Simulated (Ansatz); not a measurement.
hcp against fcc along group 4

All numbers below come from Ansatz, DFT, RPBE, plane waves (420 eV) with PAW, scalar-relativistic. (PAW data from PBE, frozen cores regenerated.)

Each structure is relaxed within its symmetry, in the lowest magnetic state of the tried starts. Differences under about 8 meV lie within the error of the k-point mesh.

```
element  E(hcp) − E(fcc) (meV/atom)  V(hcp) (Å³/atom)  V(fcc) (Å³/atom)       state of hcp       state of fcc
     Ti                         -59             17.90             17.96       non-magnetic  spin not included
     Zr                           ?                 ?                 ?                  ?                  ?
     Hf                         -71             23.17             23.25  spin not included  spin not included
```

Fill in the row of Zr.

E(hcp) − E(fcc) (meV/atom): -43; V(hcp) (Å³/atom): 23.95; V(fcc) (Å³/atom): 23.82; state of hcp: non-magnetic; state of fcc: spin not included.
